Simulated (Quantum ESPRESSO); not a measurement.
## FeO: energy against volume and a worked fit

```cif
data_structure
_symmetry_space_group_name_H-M 'Fm-3m'
_symmetry_Int_Tables_number 225
_cell_length_a 4.3108
_cell_length_b 4.3108
_cell_length_c 4.3108
_cell_angle_alpha 90.000
_cell_angle_beta 90.000
_cell_angle_gamma 90.000
_cell_volume 80.11
loop_
_atom_site_label
_atom_site_type_symbol
_atom_site_symmetry_multiplicity
_atom_site_Wyckoff_symbol
_atom_site_fract_x
_atom_site_fract_y
_atom_site_fract_z
_atom_site_occupancy
Fe1 Fe 4 a 0.00000 0.00000 0.00000 1
O1 O 4 b 0.50000 0.00000 0.00000 1
```

The cell was scaled at fixed shape and fractions and run with Quantum ESPRESSO, PseudoDojo 0.4.1 SR PBE standard, cutoff 1225 eV; rev-vdW-DF2, k mesh 9 × 9 × 9 on the cell of 2 atoms, fermi-dirac occupations of 0.05 eV, collinear spin, ferromagnetic start, no spin-orbit coupling. The potentials were made for PBE. Energies are those that the program minimises, any entropy of the smearing included. For a metal such a mesh isn't converged to the digits shown. The magnetic state is the one that the start led to, which needn't be the lowest.

```csv
V (Å³/atom),energy over the lowest row (meV/atom)
9.4126,7.94
9.6129,1.23
9.8132,0.00
10.0134,?
10.2137,11.68
10.4140,23.57
10.6143,38.93
```

Q: Fit the third-order Birch-Murnaghan form, give V0, B0 and B′, and predict the energy left open.

A: With y = (V0/V)^(2/3), E = E0 + (9 V0 B0/16) [(y - 1)³ B′ + (y - 1)² (6 - 4y)]. Least squares through the rows shown give V0 = 9.7602 Å³/atom, E0 = -0.17 meV, B0 = 196.2 GPa (1 eV/Å³ = 160.218 GPa) and B′ = 4.63, with a largest miss of 0.00 meV. At V = 10.0134 the form with these constants gives 3.66 meV; the run gave 3.66 meV an atom.

The energies follow one smooth curve with its minimum at 9.7602 Å³/atom, and the left-out point is recovered. Because that point lies inside the fitted range, this tests interpolation and not the accuracy of the equation of state. The smoothness suggests that no abrupt change of spin state interrupts the curve.

The resistance to compression comes from overlap repulsion between the O 2p shell and the Fe 3d and semicore shells, which grows steeply as the Fe-O distance shrinks. Expansion gives up Madelung energy and p-d covalency more gradually, hence the softer large-volume side and a positive B′.

The minimum is somewhat too small and the bulk modulus of 196.2 GPa too high for wüstite, which is an antiferromagnetic insulator with localised high-spin d electrons. The likely cause is that a functional with semilocal exchange and no Hubbard term leaves the 3d states too delocalised and so overbinds, though the imposed ferromagnetic order may contribute. The fit gives no basis for extrapolating to pressures where the iron moment collapses.
